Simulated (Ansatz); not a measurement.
Relaxation of a periodic cell of 47 atoms, Ti15O32 (host TiO2, host structure I4/m, one Ti atom removed), cell charge -1, to a largest force component of 0.03 eV/Å in at most 60 steps.

The calculation used DFT PBE, scalar-relativistic, plane waves, PAW in Ansatz. Settings: PAW set soft_1, cutoff 420 eV, k mesh 1x1x2, gaussian smearing 0.05 eV, spin collinear.

```xyz
47
Lattice="8.7015 0.0000 0.0000 0.0000 8.7015 0.0000 0.0000 0.0000 7.5502" Properties=species:S:1:pos:R:3
Ti 0.051 2.513 0.031
Ti 6.149 -0.032 0.001
Ti 6.922 4.292 1.857
Ti 4.308 1.838 1.907
O 1.375 4.363 -0.023
O 2.965 5.757 1.861
O 4.369 1.272 0.011
O 1.388 1.424 -0.012
O 2.935 2.910 1.923
O 8.708 2.988 1.867
O 1.420 7.283 0.008
O 3.019 0.022 1.865
Ti 6.190 0.010 3.763
Ti 6.860 4.368 5.674
Ti 4.317 1.812 5.619
O 1.341 4.243 3.789
O 2.922 5.767 5.633
O 4.373 1.321 3.747
O 1.391 1.305 3.756
O 2.986 2.981 5.687
O 8.696 3.008 5.663
O 1.442 7.266 3.808
O 3.078 0.013 5.656
Ti 4.357 6.881 1.907
Ti 1.865 4.376 1.877
Ti 2.560 8.691 3.694
Ti 8.678 6.105 3.759
O 5.655 8.697 1.936
O 7.349 1.382 3.796
O -0.005 5.671 1.903
O 5.748 5.763 1.870
O 7.313 7.345 3.835
O 4.331 7.389 3.767
O 5.703 2.949 1.864
O 7.363 4.402 3.849
Ti 4.355 6.891 5.657
Ti 1.852 4.398 5.691
Ti 2.596 8.735 -0.067
Ti 8.685 6.149 -0.052
O 5.709 8.714 5.681
O 7.284 1.426 0.026
O 0.012 5.704 5.648
O 5.724 5.773 5.646
O 7.297 7.276 -0.004
O 4.341 7.400 -0.014
O 5.700 2.954 5.716
O 7.431 4.373 0.012
```

Problem. Where does it end, and by what steps?

Solution. The run converged. Limits of this set-up: coarse k mesh, a small cell, in which the defect meets its images, a typed lattice constant that wasn't relaxed here, charged cell in a uniform background, uncorrected. After 11 steps the energy has fallen by 2.185 eV; O16 moved furthest, 0.34 Å.

| step | energy less start (eV) | largest force component (eV/Å) | accepted |
| --- | --- | --- | --- |
| 0 | 0.0000 | 2.090 | yes |
| 1 | -1.4698 | 1.205 | yes |
| 2 | -2.0229 | 0.618 | yes |
| 3 | -2.0051 | 0.666 | no |
| 4 | -2.1541 | 0.316 | yes |
| 5 | -2.0995 | 0.990 | no |
| 6 | -2.1811 | 0.089 | yes |
| 7 | -2.1764 | 0.142 | no |
| 8 | -2.1843 | 0.050 | yes |
| 9 | -2.1838 | 0.044 | no |
| 10 | -2.1847 | 0.048 | yes |
| 11 | -2.1853 | 0.021 | yes |

```xyz
47
Lattice="8.7015 0.0000 0.0000 0.0000 8.7015 0.0000 0.0000 0.0000 7.5502" Properties=species:S:1:pos:R:3
Ti 0.005 2.474 0.002
Ti 6.144 -0.053 -0.001
Ti 6.957 4.269 1.937
Ti 4.357 1.749 1.886
O 1.360 4.396 -0.002
O 2.969 5.688 1.836
O 4.357 1.350 -0.001
O 1.417 1.353 0.001
O 2.974 2.933 1.943
O 8.706 3.154 1.773
O 1.384 7.300 -0.001
O 3.048 0.004 1.879
Ti 6.246 0.101 3.775
Ti 6.951 4.272 5.610
Ti 4.356 1.749 5.663
O 1.405 4.574 3.773
O 2.970 5.690 5.711
O 4.357 1.292 3.774
O 1.328 1.384 3.775
O 2.973 2.932 5.606
O 8.707 3.157 5.777
O 1.319 7.389 3.774
O 3.048 0.004 5.670
Ti 4.356 6.833 1.911
Ti 1.757 4.269 1.937
Ti 2.466 8.804 3.774
Ti 8.708 6.120 3.773
O 5.666 8.705 1.880
O 7.384 1.384 3.778
O 0.007 5.695 1.879
O 5.742 5.687 1.840
O 7.397 7.392 3.774
O 4.356 7.272 3.774
O 5.742 2.931 1.944
O 7.311 4.575 3.773
Ti 4.356 6.836 5.637
Ti 1.761 4.273 5.610
Ti 2.568 8.650 -0.001
Ti 8.708 6.111 -0.001
O 5.665 8.704 5.669
O 7.295 1.353 -0.001
O 0.007 5.692 5.668
O 5.742 5.689 5.708
O 7.330 7.301 -0.001
O 4.357 7.403 -0.001
O 5.741 2.931 5.603
O 7.351 4.395 -0.003
```

Whether the end is a true minimum wasn't checked by a vibrational analysis.

Time of the run: 4.2 min on 4 threads of Arm Neoverse V2, on a shared host, peak memory 2.3 GiB.
